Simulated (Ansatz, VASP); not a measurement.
## Two plane-wave programs on MgSe

```
CELL_PARAMETERS angstrom
0.00000 2.70000 2.70000
2.70000 0.00000 2.70000
2.70000 2.70000 0.00000
ATOMIC_POSITIONS crystal
Mg 0.00000 0.00000 0.00000
Se 0.50000 0.50000 0.50000
```

The cell comes from a database or a generator and needn't be the stable form of this composition.

Alike in both runs: task single point; functional LDA; k mesh 6 × 6 × 6; occupations gaussian, width 0.05 eV; no spin polarisation.

```csv
,VASP,Ansatz
version,VASP 6.6.1,Ansatz 0.2.0
potentials or method,"VASP PAW LDA potentials, release 64 (Mg, Se)","scalar-relativistic, plane waves, PAW"
plane-wave cutoff (eV),520,420
valence electrons in the cell,8,26
```

```tsv
	VASP	Ansatz	Ansatz less VASP
gap on the k mesh at the Fermi level (eV)	1.69	1.70	+0.013
least direct gap on the mesh (eV)	2.59	2.57	-0.024
pressure (GPa)	-0.6	-0.3	+0.30
```

The two sets of potentials don't hold the same shells in valence.

A k mesh can miss the band edges. LDA gaps usually lie below the measured ones, often by a third to a half.
